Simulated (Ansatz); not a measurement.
## AlCu in Ansatz: the effect of functional

Crystal: AlCu.

```xyz
2
Lattice="2.9975 0.0000 0.0000 0.0000 2.9975 0.0000 0.0000 0.0000 2.9975" Properties=species:S:1:pos:R:3 pbc="T T T"
Cu    1.4988    1.4988    1.4988
Al    0.0000    0.0000    0.0000
```

The cell comes from a database or a generator and needn't be the stable form of this composition.

Alike in all runs:

```yaml
Program: Ansatz 0.2.0
Task: projected density of states
Potentials_or_basis: Ansatz PAW
k_mesh: 5 × 5 × 5
Occupations: fermi-dirac, width 0.05 eV
Spin: no spin polarisation
```

```csv
functional,cutoff,pressure (GPa)
LDA,420 eV (not typed: the program's choice for these potentials),-5.1
PBEsol,420 eV (not typed: the program's choice for these potentials),-1.4
r2SCAN,500 eV (not typed: the program's choice for these potentials),-1.9
HSE06,420 eV (not typed: the program's choice for these potentials),2.6
PBE0,420 eV (not typed: the program's choice for these potentials),2.7
r2SCAN0,500 eV (not typed: the program's choice for these potentials),?
```

Task: What does the run with functional r2SCAN0 give?

Result: Pressure 0.0 GPa.

Caveats: all runs use coarse meshes; the PAW data sets come from PBE, with cores solved anew for the run's functional, which leaves a small shift of forces and pressure; the density of states is complete only up to the lowest level of the last band computed; the thresholds are loose for stress (some runs).
